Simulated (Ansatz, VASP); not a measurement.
**One calculation of AlN, two programs**

```
Al N
1.0
     0.00000    2.18488    2.18488
     2.18488    0.00000    2.18488
     2.18488    2.18488    0.00000
Al N
1 1
Direct
  0.00000 0.00000 0.00000
  0.25000 0.25000 0.25000
```

The cell was built by a generator and needn't be a form met in nature.

Alike in both runs: task single point; functional PBE; k mesh 10 × 10 × 10; occupations fermi-dirac, width 0.02 eV; no spin polarisation.

```csv
,VASP,Ansatz
version,VASP 6.6.1,Ansatz 0.2.0
potentials or method,"VASP PAW PBE potentials, release 64 (Al, N)","plane waves, PAW"
plane-wave cutoff (eV),520,420
valence electrons in the cell,8,8
```

Ansatz gave:

| Quantity | Value |
| --- | --- |
| gap on the k mesh at the Fermi level (eV) | 3.33 |
| pressure (GPa) | 4.6 |

Q: What did VASP give for the same quantities?

A: gap on the k mesh at the Fermi level (eV): 3.32; pressure (GPa): 4.3.

A k mesh can miss the band edges. As with any semilocal functional, this PBE gap is likely too small.
